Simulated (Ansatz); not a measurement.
# SrCl2: the cost of one run

Computed with Ansatz 0.2.0 (DFT r2SCAN, scalar-relativistic, plane waves, PAW, unless a step's input says otherwise).

**1. The structure to begin with**

Symmetry: Fm-3m, No. 225, cubic system. Conventional cell: a = 6.971 Å, b = 6.971 Å, c = 6.971 Å, α = 90.00°, β = 90.00°, γ = 90.00°. Around Sr (site symmetry m-3m) lie 8 Cl at 3.02 Å. Cl (site symmetry -43m) is surrounded by 4 Sr at 3.02 Å.

Structure file:

```
CELL_PARAMETERS angstrom
0.00000 3.48550 3.48550
3.48550 0.00000 3.48550
3.48550 3.48550 0.00000
ATOMIC_POSITIONS crystal
Sr 0.00000 0.00000 0.00000
Cl 0.25000 0.25000 0.25000
Cl 0.75000 0.75000 0.75000
```

No relaxation comes first: the listed cell is the starting point.

**2. Setting up a trigonal deformation path**

At fixed volume and fractional coordinates, lengths along (0.577, 0.577, 0.577) are scaled against those across it; ρ is that ratio over its starting value.

**3. At ρ = 0.500**

Contents of input.yaml:

```yaml
crystal:
  lattice:
    - [-1.4638182731, 2.9276365463, 2.9276365463]
    - [2.9276365463, -1.4638182731, 2.9276365463]
    - [2.9276365463, 2.9276365463, -1.4638182731]
  atoms:
    - { symbol: Sr, position: [0.0, 0.0, 0.0] }
    - { symbol: Cl, position: [0.25, 0.25, 0.25] }
    - { symbol: Cl, position: [0.75, 0.75, 0.75] }
basis:
  ecutwfc: 500
kpoints:
  mp_grid: { grid: [6, 6, 6] }
hamiltonian:
  xc: r2scan
scf:
  occupations: { method: gaussian, width: 0.05 }
output:
  forces: true
  stress: true
  eigenvalues: true
```

Started as:

```sh
$ ansatz run input.yaml --threads 1 --pin off --max-ram 2560MiB --backend cpu --events-out ev --progress --plain --runs-dir out
```

**Question.** How long does this run take on 1 thread of Arm Neoverse V1, shared host, and how much memory does it need?

About 9.7 s, with a peak of 0.55 GiB.
